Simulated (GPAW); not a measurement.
# Optical response of BP

Aim: the dielectric function of BP, and the optical constants that follow from it.

Program: GPAW 26.7.0. Level of theory: DFT, PBE, plane-wave PAW (GPAW data sets), scalar-relativistic, RPA, optical limit. Results are calculated unless marked as measured.

### Step 1. Set-up

Symmetry: F-43m, No. 216, cubic system. Conventional cell: a = 4.538 Å, b = 4.538 Å, c = 4.538 Å, α = 90.00°, β = 90.00°, γ = 90.00°. Nearest to P lie 4 B at 1.97 Å. B has 4 P at 1.97 Å nearest. Farther neighbours are not listed.

Coordinates:

```xyz
2
Lattice="0.0000 2.2690 2.2690 2.2690 0.0000 2.2690 2.2690 2.2690 0.0000" Properties=species:S:1:pos:R:3 pbc="T T T"
P     3.4035    3.4035    3.4035
B     0.0000    0.0000    0.0000
```

### Step 2. Dielectric function, RPA

Local fields let the induced charge screen the field inside the cell, which as a rule lowers ε, most along directions where the density is uneven.

Input file df.py:

```python
from gpaw.response.df import DielectricFunction

df = DielectricFunction('full.gpw', frequencies={'type': 'nonlinear', 'domega0': 0.03, 'omega2': 8},
                        ecut=50,
                        eta=0.15,
                        nbands=18,
                        txt='df.txt')
for direction in ['x', 'z']:
    df.get_dielectric_function(xc='RPA', direction=direction, filename=f'df_{direction}.csv')
```

On the command line:

```console
> OMP_NUM_THREADS=1 python df.py
```

What does the calculation give for the electronic dielectric constant ε∞, mean over x, y and z (RPA); and main peak of Im epsilon, first axis?

At this level (PBE, RPA) BP has ε∞ = 8.94 and n = 3.01 at 1550 nm, and Im ε peaks at 5.8 eV. Local fields change the static value along x from 9.42 to 8.94 (-5 %). Distinct maxima of Im ε, read by a parabola through the highest points, lie at 5.76 eV (30), 6.61 eV (24) and 8.90 eV (6.5).

| Property | Result |
| --- | --- |
| electronic dielectric constant ε∞, mean over x, y and z (by symmetry where fewer were run) (RPA) | 8.94 |
| main peak of Im epsilon, first axis | 5.76 eV |

Excitons and phonon-assisted transitions are missing; PBE gaps are as a rule too small, which pulls the onset down and ε∞ up. The sum runs over mesh points, so small or evenly spaced maxima can still be ripples of the mesh.

[Machine, clock and banner lines and Python warnings are left out of the logs.]

[Logs are printed without paths, hosts, clocks, repeated set-up lines and the standing remarks that a program may print on its own settings, such as how far it seeks lower states.]

[Hosts, paths, dates, database ids (printed as entryN), source tags and the programs' standing remarks are cut or masked in the printed files.]
